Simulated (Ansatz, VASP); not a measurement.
## KF: VASP beside Ansatz

INCAR

```
ALGO     = Normal         # electronic algorithm
EDIFF    = 1E-7           # SCF threshold, eV
ENCUT    = 520            # plane-wave cutoff, eV
ISIF     = 2              # what is computed and relaxed
ISMEAR   = -1             # smearing method
LASPH    = T              # aspherical terms in the spheres
LCHARG   = T              # write CHGCAR
LELF     = T              # ELF
LREAL    = F              # projectors in reciprocal space
LVHAR    = T            
LWAVE    = F              # write WAVECAR
NBANDS   = 15             # bands
NELM     = 100            # most SCF steps
PREC     = Accurate       # precision mode
SIGMA    = 0.02           # smearing width, eV
```

KPOINTS

```
k-points
0
Gamma
  9 9 9
```

The input POSCAR:

```
KF
1.0
    3.2370821598      0.0000000000      0.0000000000
    0.0000000000      3.2370821598      0.0000000000
    0.0000000000      0.0000000000      3.2370821598
K F
1 1
Direct
    0.0000000000      0.0000000000      0.0000000000
    0.5000000000      0.5000000000      0.5000000000
```

Input for Ansatz:

```yaml
crystal:
  lattice:
    - [3.2370821598, 0.0, 0.0]
    - [0.0, 3.2370821598, 0.0]
    - [0.0, 0.0, 3.2370821598]
  atoms:
    - { symbol: K, position: [0.0, 0.0, 0.0] }
    - { symbol: F, position: [0.5, 0.5, 0.5] }
kpoints:
  mp_grid: { grid: [9, 9, 9] }
scf:
  occupations: { method: fermi_dirac, width: 0.02 }
hamiltonian:
  xc: lda
  pseudopotentials: { kind: all_electron, lapw: { basis_error: 0.0005 } }
output:
  forces: true
  stress: true
  eigenvalues: true
```

Change from the starting cell: volume scaled by 0.98.

Alike in both runs: task single point; functional LDA; k mesh 9 × 9 × 9; occupations fermi-dirac, width 0.02 eV; no spin polarisation.

```csv
,VASP,Ansatz
version,VASP 6.6.1,Ansatz 0.2.0
potentials or method,"VASP PAW LDA potentials, release 64 (K_sv, F)","all-electron LAPW, scalar-relativistic"
plane-wave cutoff (eV),520,see its input
```

|  | VASP | Ansatz | Ansatz less VASP |
| --- | --- | --- | --- |
| gap on the k mesh at the Fermi level (eV) | 6.06 | 6.07 | +0.006 |
| pressure (GPa) | -5.2 | -5.3 | -0.09 |

Ansatz ran all-electron here, so the differences hold the error of VASP's frozen core and of both bases.

Caveats: an odd mesh through Γ misses points on the zone boundary, where band edges often lie.
